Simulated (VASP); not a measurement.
# Cu (Fm-3m) in VASP: relaxation of cell and atoms with PBEsol

Aim: the relaxation of cell and atoms of Cu with PBEsol.

Program: VASP 6.6.1. These are calculated values, not measurements. Logs are shortened: lines on timing, memory, paths and dates and some standing lists are left out, and cuts for length are marked.

**1. The structure**

Symmetry: Fm-3m, No. 225, cubic system. The conventional cell has a = 3.630 Å, b = 3.630 Å, c = 3.630 Å, α = 90.00°, β = 90.00°, γ = 90.00°. Cu (site symmetry m-3m) is surrounded by 12 Cu at 2.57 Å.

The cell was built by a generator and needn't be a form met in nature.

**2. Relaxation of cell and atoms, PBEsol**

INCAR reads:

```
PREC = Accurate
ENCUT = 600
EDIFF = 1E-6
ISMEAR = 1
SIGMA = 0.2
LREAL = False
LASPH = True
NELM = 100
ALGO = Normal
ISIF = 3
LWAVE = False
LCHARG = False
GGA = PS
IBRION = 2
NSW = 60
EDIFFG = -0.01
KPAR = 8
```

KPOINTS reads:

```
regular mesh
0
Gamma
  24 24 24
```

POSCAR reads:

```
Cu
1.0
    0.0000000000      1.8150000000      1.8150000000
    1.8150000000      0.0000000000      1.8150000000
    1.8150000000      1.8150000000      0.0000000000
Cu
1
Direct
    0.0000000000      0.0000000000      0.0000000000
```

Potentials or basis: VASP PAW PBE potentials, release 64 (Cu).

Run with:

```sh
cat potpaw_PBE.64/Cu/POTCAR > POTCAR
mpirun -np 8 vasp_std > vasp.out
```

OUTCAR:

```text
PREC = Accurate
   ENCUT = 600
   EDIFF = 1E-6
   ISMEAR = 1
   LREAL = False
   LASPH = True
   NELM = 100
   ISIF = 3
   GGA = PS
   IBRION = 2
   NSW = 60
   EDIFFG = -0.01

 ion  position               nearest neighbor table
   1  0.000  0.000  0.000-

  LATTYP: Found a face centered cubic cell.
 ALAT       =     3.6300000000

  Lattice vectors:

 A1 = (   0.0000000000,   1.8150000000,   1.8150000000)
 A2 = (   1.8150000000,   0.0000000000,   1.8150000000)
 A3 = (   1.8150000000,   1.8150000000,   0.0000000000)

Analysis of symmetry for initial positions (statically):
=====================================================================
 Subroutine PRICEL returns:
 Original cell was already a primitive cell.

 Routine SETGRP: Setting up the symmetry group for a
 face centered cubic supercell.

 Subroutine GETGRP returns: Found 48 space group operations
 (whereof 48 operations were pure point group operations)
 out of a pool of 48 trial point group operations.

The static configuration has the point symmetry O_h .

Analysis of symmetry for dynamics (positions and initial velocities):
=====================================================================
 Subroutine PRICEL returns:
 Original cell was already a primitive cell.

 Routine SETGRP: Setting up the symmetry group for a
 face centered cubic supercell.

 Subroutine GETGRP returns: Found 48 space group operations
 (whereof 48 operations were pure point group operations)
 out of a pool of 48 trial point group operations.

The dynamic configuration has the point symmetry O_h .

 Subroutine INISYM returns: Found 48 space group operations
 (whereof 48 operations are pure point group operations),
 and found     1 'primitive' translations

----------------------------------------------------------------------------------------

                                     Primitive cell

  volume of cell :      11.9580

  direct lattice vectors                    reciprocal lattice vectors
     0.000000000  1.815000000  1.815000000    -0.275482094  0.275482094  0.275482094
     1.815000000  0.000000000  1.815000000     0.275482094 -0.275482094  0.275482094
     1.815000000  1.815000000  0.000000000     0.275482094  0.275482094 -0.275482094

  length of vectors
     2.566797616  2.566797616  2.566797616     0.477148983  0.477148983  0.477148983

  position of ions in fractional coordinates (direct lattice)
     0.000000000  0.000000000  0.000000000

  ion indices of the primitive-cell ions
   primitive index   ion index
                 1           1

----------------------------------------------------------------------------------------

 KPOINTS: regular mesh

Automatic generation of k-mesh.
 Grid dimensions read from file:
 generate k-points for:   24   24   24

 Generating k-lattice:

  Cartesian coordinates                     Fractional coordinates (reciprocal lattice)
    -0.011478421  0.011478421  0.011478421     0.041666667  0.000000000  0.000000000
     0.011478421 -0.011478421  0.011478421     0.000000000  0.041666667  0.000000000
     0.011478421  0.011478421 -0.011478421     0.000000000  0.000000000  0.041666667

  Length of vectors
     0.019881208  0.019881208  0.019881208

  Shift w.r.t. Gamma in fractional coordinates (k-lattice)
     0.000000000  0.000000000  0.000000000

 Subroutine IBZKPT returns following result:
 ===========================================

 Found    413 irreducible k-points:

 Following reciprocal coordinates:
            Coordinates               Weight
  0.000000  0.000000  0.000000      1.000000
  0.041667  0.000000  0.000000      8.000000
  0.083333  0.000000  0.000000      8.000000
  0.125000  0.000000  0.000000      8.000000
  0.166667  0.000000  0.000000      8.000000
  0.208333  0.000000  0.000000      8.000000
[... 16 lines left out ...]
  0.416667  0.041667  0.000000     24.000000
  0.458333  0.041667  0.000000     24.000000
 [... further k-points ...]
   k-points           NKPTS =    413   k-points in BZ     NKDIM =    413   number of bands    NBANDS=      9
   number of dos      NEDOS =    301   number of ions     NIONS =      1
   total plane-waves  NPLWV =  13824
   dimension x,y,z NGX =    24 NGY =   24 NGZ =   24
   dimension x,y,z NGXF=    48 NGYF=   48 NGZF=   48
   ions per type =               1
   NGX,Y,Z   is equivalent  to a cutoff of  15.54, 15.54, 15.54 a.u.
   NGXF,Y,Z  is equivalent  to a cutoff of  31.09, 31.09, 31.09 a.u.
 SYSTEM =  unknown system
   PREC   = accura    normal or accurate (medium, high low for compatibility)
   ISTART =      0    job   : 0-new  1-cont  2-samecut
   ICHARG =      2    charge: 1-file 2-atom 10-const
   ISPIN  =      1    spin polarized calculation?
   LNONCOLLINEAR =      F non collinear calculations
   LSORBIT =      F    spin-orbit coupling
   LASPH  =      T    aspherical Exc in radial PAW
   ENCUT  =  600.0 eV  44.10 Ry    6.64 a.u.   5.13  5.13  5.13*2*pi/ulx,y,z
   NELM   =    100;   NELMIN=  2; NELMDL= -5     # of ELM steps
   EDIFF  = 0.1E-05   stopping-criterion for ELM
   LREAL  =      F    real-space projection
   EDIFFG = -.1E-01   stopping-criterion for IOM
   NSW    =     60    number of steps for IOM
   IBRION =      2    ionic relax: 0-MD 1-quasi-New 2-CG
   NFREE  =      1    steps in history (QN), initial steepest desc. (CG)
   ISIF   =      3    stress and relaxation
   ISYM   =      2    0-nonsym 1-usesym 2-fastsym
   POTIM  = 0.5000    time-step for ionic-motion
   TEBEG  =    0.0;   TEEND  =   0.0 temperature during run
   PSTRESS=    0.0 pullay stress
   NELECT =      11.0000    total number of electrons
   NUPDOWN=      -1.0000    fix difference up-down
   EMIN   =  10.00;   EMAX   =-10.00  energy-range for DOS
   EFERMI =   0.00;   METHOD = LEGACY
   ISMEAR =     1;   SIGMA  =   0.20  broadening in eV -4-tet -1-fermi 0-gaus
   EFERMI_NEDOS =   21; number of points for ismear=-14 and -15
   IALGO  =     38    algorithm
   IMIX   =      4    mixing-type and parameters
     AMIX     =   0.40;   BMIX     =  1.00
     AMIX_MAG =   1.60;   BMIX_MAG =  1.00
  volume/ion in A,a.u.               =      11.96        80.70
  Fermi-wavevector in a.u.,A,eV,Ry     =   1.592157  3.008740 34.490258  2.534962
  Thomas-Fermi vector in A             =   2.690585
   LORBIT       =      0    0 simple, 1 ext, 2 COOP (PROOUT), +10 PAW based schemes
   GGA     = PS    functional components
   LHFCALC =     F    Hartree Fock is set to
   AEXX    =    0.0000 exact exchange contribution
   IVDW    =     0    specifies the selected vdW correction
   LEPSILON=     F    determine dielectric tensor
   LRPA    =     F    only Hartree local field effects (RPA)
 conjugate gradient relaxation of ions
 non-spin polarized calculation
 Methfessel and Paxton  Order N= 1 SIGMA  =   0.20
  energy-cutoff  :      600.00
  volume of cell :       11.96
 maximum number of plane-waves:       415
 NGX is ok and might be reduce to    24
   NGX = 11   NGY = 11   NGZ = 11

--------------------------------------- Ionic step        1  -------------------------------------------

 number of electron      10.9999998 magnetization

 Free energy of the ion-electron system (eV)
  ---------------------------------------------------
  ext. energy  EPLUGINS =         0.00000000
  ---------------------------------------------------
  free energy    TOTEN  =        -4.29537802 eV

  energy without entropy =       -4.29612299  energy(sigma->0) =       -4.29562634

------------------------ aborting loop because EDIFF is reached ----------------------------------------

  FORCE on cell =-STRESS in cart. coord.  units (eV):
  Direction    XX          YY          ZZ          XY          YZ          ZX
  --------------------------------------------------------------------------------------
  -------------------------------------------------------------------------------------
  Total       -0.5472788     -0.5472788     -0.5472788      0.0000000      0.0000000     -0.0000000
  in kB      -73.3262233    -73.3262233    -73.3262233      0.0000000      0.0000000     -0.0000000
  external PRESSURE =     -73.3262233 kB  Pullay stress =       0.0000000 kB
[... 55 lines left out ...]
  energy  without entropy=       -4.3047955963  energy(sigma->0) =       -4.30459794

--------------------------------------- Ionic step        3  -------------------------------------------

 number of electron      11.0000000 magnetization

 Free energy of the ion-electron system (eV)
  ---------------------------------------------------
  ext. energy  EPLUGINS =         0.00000000
  ---------------------------------------------------
  free energy    TOTEN  =        -4.30968522 eV

  energy without entropy =       -4.31015296  energy(sigma->0) =       -4.30984113

 E-fermi :   7.8888     XC(G=0): -13.1331

 val. band max:        7.8773428305   @ k =   0.5000   0.1667   0.0417
 cond. band min:       7.9516288859   @ k =   0.5000   0.2500   0.0833
 fundamental gap:      0.0742860555
 Fermi energy:         7.8888346566

 k-point     1 :       0.0000    0.0000    0.0000
  band No.  band energies     occupation
      1      -1.8019      2.00000
      2       4.7394      2.00000
      3       4.7394      2.00000
      4       4.7394      2.00000
      5       5.6225      2.00000
      6       5.6225      2.00000
      7      30.7736      0.00000
      8      33.6881      0.00000
      9      33.6881      0.00000
[... 265 lines left out ...]
 k-point    24 :       0.4583    0.0417    0.0000
  band No.  band energies     occupation
      1       2.5401      2.00000
      2       4.6956      2.00000
      3       4.7456      2.00000
      4       5.7460      2.00000
      5       6.2115      2.00000
      6       6.6850      2.00000
      7      12.6425      0.00000
      8      28.9353      0.00000
      9      29.6496      0.00000

 [... further k-points ...]

------------------------ aborting loop because EDIFF is reached ----------------------------------------

  FORCE on cell =-STRESS in cart. coord.  units (eV):
  Direction    XX          YY          ZZ          XY          YZ          ZX
  --------------------------------------------------------------------------------------
  -------------------------------------------------------------------------------------
  Total       -0.0000560     -0.0000560     -0.0000560     -0.0000000     -0.0000000      0.0000000
  in kB       -0.0078893     -0.0078893     -0.0078893     -0.0000000     -0.0000000      0.0000000
  external PRESSURE =      -0.0078893 kB  Pullay stress =       0.0000000 kB
[... 16 lines left out ...]
  FREE ENERGIE OF THE ION-ELECTRON SYSTEM (eV)
  ---------------------------------------------------
  free  energy   TOTEN  =        -4.3096852209 eV

  energy  without entropy=       -4.3101529604  energy(sigma->0) =       -4.30984113

 reached required accuracy - stopping structural energy minimisation
```

It took 24 s on 8 MPI ranks of Intel Xeon Platinum 8259CL at 2.50GHz (Skylake/Cascade Lake), shared host; peak memory 0.19 GiB.

Results:

- Free energy: -4.3097 eV
- Relaxed volume: 11.37 Å³/atom
- Relaxed cell: a = 2.524 Å, b = 2.524 Å, c = 2.524 Å, α = 60.00°, β = 60.00°, γ = 60.00°
- Space group after relaxing (to 0.05 Å): Fm-3m (No. 225)
- Energy gained by relaxing: 14.3 meV/atom
- Ionic steps: 3
- Pressure after relaxing: 0.0 GPa
- Band gap on the k mesh: none (metal or under the smearing width)

Step by step:
| step | energy change (eV) | largest force (eV/Å) | pressure (GPa) | volume (Å³) |
| --- | --- | --- | --- | --- |
| 1 | 0.0000 | 0.0000 | -7.33 | 11.96 |
| 2 | -0.0091 | 0.0000 | 5.23 | 11.04 |
| 3 | -0.0143 | 0.0000 | 0.00 | 11.37 |

Final structure:
```
Cu
1.0
     0.00000    1.78452    1.78452
     1.78452    0.00000    1.78452
     1.78452    1.78452    0.00000
Cu
1
Cartesian
  0.0000 0.0000 0.0000
```

Caveat: the PAW data sets were made with another functional, which shifts forces and pressure a little.
